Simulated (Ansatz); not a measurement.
Runs of Ansatz 0.2.0 on Rb. It takes space group Im-3m (No. 229, cubic). The conventional cell has a = 5.605 Å, b = 5.605 Å, c = 5.605 Å, α = 90.00°, β = 90.00°, γ = 90.00°. 

```tsv
task	level	cell	points for each segment of the path	gap on the mesh (eV)	pressure (GPa)	relaxed volume (Å³/atom)
relaxation of cell and atoms	revPBE+D3(BJ)	relaxed	-	none	0.0	89.56
relaxation of cell and atoms	revPBE+D4	relaxed	-	none	0.0	93.69
relaxation of cell and atoms	revPBE	relaxed	-	none	0.0	(a)
band structure	PBE	as given	14	none	0.1	-
```

Alike in all rows: potentials or basis Ansatz PAW; no spin polarisation; k mesh 7 × 7 × 7; cutoff (eV) 420; smearing fermi-dirac 0.05 eV.

Problem. Estimate the missing entries.

Solution. (a) 98.83.

Caveats: the plane-wave basis is chosen anew once the cell has moved, so the energies of steps on either side of that aren't comparable (some runs); the PAW data sets come from PBE, with cores solved anew for the run's functional, which leaves a small shift of forces and pressure (some runs); pairwise dispersion overbinds metals, which lowers pressure and volume (some runs).

A k mesh can miss the band edges, and the runs leave out spin-orbit coupling on Rb.

A gap of «none» marks a metal or a gap under the smearing width.
